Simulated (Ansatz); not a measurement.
CeO2 (fluorite structure)

**The experiment.** The Crystallography Open Database holds a measured cell of cubic CeO2 (space group Fm-3m) at 295 K (2015, doi:10.1021/acs.inorgchem.5b00395): a = 5.410 Å, 13.19 Å³/atom.

From “Atomistic and experimental study on thermal conductivity of bulk and porous cerium dioxide”, 2019, pmc:6474893, for a bulk crystal of CeO2 at 300 K: bulk modulus 204 GPa.

Level of theory: DFT, PBE, scalar-relativistic, no spin polarisation; plane waves to 420 eV with PAW datasets (Ansatz 0.2.0), Γ-centred 12×12×12 mesh, 0.05 eV Gaussian smearing; PAW files: Ansatz's generated set soft_2.

```cif
data_structure
_symmetry_space_group_name_H-M 'Fm-3m'
_symmetry_Int_Tables_number 225
_cell_length_a 5.4643
_cell_length_b 5.4643
_cell_length_c 5.4643
_cell_angle_alpha 90.000
_cell_angle_beta 90.000
_cell_angle_gamma 90.000
_cell_volume 163.15
loop_
_atom_site_label
_atom_site_type_symbol
_atom_site_symmetry_multiplicity
_atom_site_Wyckoff_symbol
_atom_site_fract_x
_atom_site_fract_y
_atom_site_fract_z
_atom_site_occupancy
Ce1 Ce 4 a 0.00000 0.00000 0.00000 1
O1 O 8 c 0.25000 0.75000 0.75000 1
```

The start was a prototype's sites filled with these elements; the Crystallography Open Database holds the compound in this structure.

The cell above was scaled in volume, its shape and atoms being fixed by the lattice's symmetry. Energies are counted from the cell above.

Cell and atoms are those of this level's equilibrium.

```
V (Å³/atom)  ΔE (meV/atom)  P (GPa)  gap on the mesh (eV)
      12.85           24.7     11.2                  2.07
      13.05           12.7      7.8                  2.02
      13.32            3.0      3.7                  1.96
      13.60            0.0      0.0                  1.90
      13.87            2.8     -3.3                  1.84
      14.14           11.0     -6.2                  1.78
      14.55           31.9    -10.1                  1.70
      14.96           61.9    -13.4                  1.63
```

(1) What do the points give for the equilibrium volume, the bulk modulus and its pressure derivative (third-order Birch–Murnaghan)?

Answer:

(1) V0 = 13.60 Å³/atom, B0 = 174 GPa, B0′ = 4.5.

B0·V0 = 173.9 GPa × 13.60 Å³ = 14.76 eV/atom sets the scale: near the minimum ΔE ≈ ½ B0 V0 x², with x = V/V0 − 1, and a pressure of 1.7 GPa squeezes the volume by about 1 %. At the ends of the curve: x = −5.5 % predicts 22.3 meV/atom and the run gives 24.7; x = +10.0 % predicts 73.8 meV/atom and the run gives 61.9. Compression costs more and expansion less than the parabola says, since the crystal stiffens as it shrinks; B0′ measures that.

**Comparison.** The computed cell (5.464 Å, 13.60 Å³/atom) differs from the database's by +3.1 % in volume, about +1.0 % in length. PBE usually overestimates volumes by a few per cent. Against the measured bulk modulus of CeO2, 204 GPa (300 K; quoted in “Atomistic and experimental study on thermal conductivity of bulk and porous cerium dioxide”, 2019, pmc:6474893), the calculated 174 GPa is off by -14.8 %. Bulk moduli follow the volume steeply: with B0′ near 4, a cell 1 % too large is about 4 % too soft, and one too small too stiff.

Scalar-relativistic only: spin–orbit splittings of the heavy atoms' levels are missing.
